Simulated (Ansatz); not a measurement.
AlN (zincblende type), DFT, PBE, all-electron LAPW, scalar-relativistic (Ansatz 0.2.0), on 1 thread of Arm Neoverse V1 (shared host).

Command: `ansatz run input.yaml --threads 1 --pin off --max-ram 3584MiB --backend cpu --events-out ev --progress --plain --runs-dir out`

```yaml
crystal:
  lattice:
    - [0.0, 1.9953677549, 1.9953677549]
    - [1.9953677549, 0.0, 1.9953677549]
    - [1.9953677549, 1.9953677549, 0.0]
  atoms:
    - { symbol: Al, position: [0.0, 0.0, 0.0] }
    - { symbol: "N", position: [0.25, 0.25, 0.25] }
kpoints:
  mp_grid: { grid: [17, 17, 17] }
scf:
  occupations: { method: fermi_dirac, width: 0.05 }
hamiltonian:
  xc: pbe
  pseudopotentials: { kind: all_electron, lapw: { basis_error: 0.0005 } }
output:
  forces: true
  stress: true
  eigenvalues: true
relax:
  f_tol: 0.005
  max_steps: 12
  cell: { p_target: 100.0, stress_tol: 0.05 }
```

Q: How large is the problem that the program sets up?

A: 165 irreducible k-points, 459 plane waves at Γ, 13 bands.

Q: About how long does it take?

A: 72 s of wall time for 11 SCF iterations over 2 geometries. Times on shared machines scatter by tens of per cent.
